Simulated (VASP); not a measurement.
Input of a VASP 6.6.1 run:

INCAR

```
SYSTEM = HfO2
  PREC = Accurate
  ENCUT = 600
  EDIFF = 1E-7
  ISMEAR = -1
  SIGMA = 0.05
  LREAL = .False.
  LASPH = .True.
  NELM = 80
  ALGO = Normal
  ISIF = 2
  LWAVE = .False.
  LCHARG = .False.
  IBRION = 2
  NSW = 60
  EDIFFG = -0.01
  KPAR = 8
```

Contents of KPOINTS:

```
Automatic mesh
0
Gamma
  6 6 4
  0 0 0
```

The input POSCAR:

```
HfO2                                    
1.0
    3.5361737592      0.0000000000      0.0000000000
    0.0000000000      3.5361737592      0.0000000000
    0.0000000000      0.0000000000      5.0878575565
  Hf              O             
     2     4
Direct
     0.5000000000000000    0.5000000000000000    0.5000000000000000
     0.0000000000000000    0.0000000000000000    1.0000000000000000
     0.0000000000000000    0.5000000000000000    0.7057060725603779
     0.5000000000000000    0.0000000000000000    0.7942939274396221
     0.5000000000000000    0.0000000000000000    0.2942939274396222
     0.0000000000000000    0.5000000000000000    0.2057060725603777
```

Potentials or basis: VASP PAW LDA potentials, release 64 (Hf_pv, O).

Command:

```bash
$ cat potpaw_LDA.64/Hf_pv/POTCAR potpaw_LDA.64/O/POTCAR > POTCAR
$ mpirun -np 8 vasp_std > vasp.out
```

Task: What does it give for the band gap on the k mesh?

Result: 4.53 eV, indirect (least direct gap 4.62 eV).

Task: Estimate the energy gained by relaxing.

Result: 0.1 meV/atom.

Forces in eV/Å, atoms in the order of the input:
```
Hf   0.000  0.000  0.000
Hf   0.000  0.000  0.000
O    0.000  0.000 -0.003
O    0.000  0.000  0.003
O    0.000  0.000  0.003
O    0.000  0.000 -0.003
```

Caveat: spin-orbit coupling is left out, which moves the levels of the heavy elements. A k mesh can miss the band edges.
